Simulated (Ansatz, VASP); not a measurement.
## Ba in VASP and in Ansatz

File INCAR:

```
  PREC = Accurate
  ENCUT = 520
  EDIFF = 1E-6
  ISMEAR = 0
  SIGMA = 0.15
  LREAL = F
  LASPH = T
  NELM = 80
  ALGO = Fast
  ISIF = 2
  LWAVE = F
  LCHARG = F
  GGA = PE
  NBANDS = 11
```

Contents of KPOINTS:

```
regular mesh
0
Gamma
  15 15 12
```

POSCAR

```
Ba
1.0
    4.5271943828      0.0000000000      0.0000000000
   -2.2635971914      3.9206653434      0.0000000000
    0.0000000000      0.0000000000      3.7177426350
Ba
1
Direct
    0.0000000000      0.0000000000      0.0000000000
```

Input for Ansatz:

```yaml
crystal:
  lattice:
    - [4.5271943828, 0.0, 0.0]
    - [-2.2635971914, 3.9206653434, 0.0]
    - [0.0, 0.0, 3.717742635]
  atoms:
    - { symbol: Ba, position: [0.0, 0.0, 0.0] }
basis:
  ecutwfc: 420
kpoints:
  mp_grid: { grid: [15, 15, 12] }
hamiltonian:
  xc: pbe
scf:
  occupations: { method: gaussian, width: 0.15 }
output:
  forces: true
  stress: true
  eigenvalues: true
```

Change from the starting cell: strain +0.050 along x and y, -0.050 along z, atoms carried along.

Alike in both runs: task single point; functional PBE; k mesh 15 × 15 × 12; occupations gaussian, width 0.15 eV; no spin polarisation.

```csv
,VASP,Ansatz
version,VASP 6.6.1,Ansatz 0.2.0
potentials or method,"VASP PAW PBE potentials, release 64 (Ba_sv)","scalar-relativistic, plane waves, PAW"
plane-wave cutoff (eV),520,420
valence electrons in the cell,10,10
```

```tsv
	VASP	Ansatz	Ansatz less VASP
gap on the k mesh at the Fermi level (eV)	none	none	-
pressure (GPa)	-0.2	-0.3	-0.08
largest component of the traceless stress (GPa)	2.91	2.83	-0.080
```

A gap of «none» marks a metal or a gap that the smearing closes.

The runs have no spin-orbit coupling, so splittings on Ba are missing.
